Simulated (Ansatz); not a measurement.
# BaTiO3: the cost of one run

Method: DFT PBEsol, scalar-relativistic, in Ansatz 0.2.0.

**1. Starting point**

It takes space group P4/mmm (No. 123, tetragonal). The conventional cell has a = 4.000 Å, b = 4.000 Å, c = 4.018 Å, α = 90.00°, β = 90.00°, γ = 90.00°. Ba (site symmetry 4/mmm) has 12 O at 2.83 Å as nearest neighbours. Ti (site symmetry 4/mmm) is surrounded by 6 O at 2.00 to 2.01 Å. O (site symmetry 4/mmm) is surrounded by 2 Ti at 2.01 Å and 4 Ba at 2.83 Å. O (site symmetry mmm) has 2 Ti at 2.00 Å and 4 Ba at 2.83 Å as nearest neighbours.

Coordinates:

```cif
data_structure
_symmetry_space_group_name_H-M 'P 1'
_symmetry_Int_Tables_number 1
_cell_length_a 3.9998
_cell_length_b 3.9998
_cell_length_c 4.0180
_cell_angle_alpha 90.000
_cell_angle_beta 90.000
_cell_angle_gamma 90.000
_cell_volume 64.28
loop_
_atom_site_label
_atom_site_type_symbol
_atom_site_fract_x
_atom_site_fract_y
_atom_site_fract_z
_atom_site_occupancy
Ba1 Ba 0.00000 0.00000 0.00000 1
Ti1 Ti 0.50000 0.50000 0.50000 1
O1 O 0.50000 0.50000 0.00000 1
O2 O 0.50000 0.00000 0.50000 1
O3 O 0.00000 0.50000 0.50000 1
```

Atoms are numbered in the order of the input: Ba1, Ti2, O3, O4, O5.

**2. After the deformation**

Space group P4/mmm before, P4/mmm after.

**3. Full-potential LAPW**

input.yaml reads:

```yaml
crystal:
  lattice:
    - [3.9998, 0.0, 0.0]
    - [0.0, 3.9998, 0.0]
    - [0.0, 0.0, 4.05818]
  atoms:
    - { symbol: Ba, position: [0.0, 0.0, 0.0] }
    - { symbol: Ti, position: [0.5, 0.5, 0.5] }
    - { symbol: O, position: [0.5, 0.5, 0.0] }
    - { symbol: O, position: [0.5, 0.0, 0.5] }
    - { symbol: O, position: [0.0, 0.5, 0.5] }
kpoints:
  mp_grid: { grid: [7, 7, 7] }
  band_path:
    path:
      - [0.0, 0.0, 0.0]
      - [0.0, 0.5, 0.0]
      - [0.5, 0.5, 0.0]
      - [0.0, 0.0, 0.0]
      - [0.0, 0.0, 0.5]
      - [0.0, 0.5, 0.5]
      - [0.5, 0.5, 0.5]
      - [0.0, 0.0, 0.5]
      - [0.0, 0.5, 0.0]
    npoints: 5
scf:
  occupations: { method: fermi_dirac, width: 0.03 }
hamiltonian:
  xc: pbesol
  pseudopotentials: { kind: all_electron, lapw: { basis_error: 0.001 } }
output:
  forces: true
  stress: true
  eigenvalues: true
```

The run is started by

```console
$ ansatz run input.yaml --threads 2 --pin off --max-ram 8192MiB --backend cpu --events-out ev --progress --plain --runs-dir out
```

Q: Estimate wall time and peak memory on 2 threads of Intel Xeon 6975P-C (Granite Rapids), shared host.

About 19 s, with a peak of 0.68 GiB.
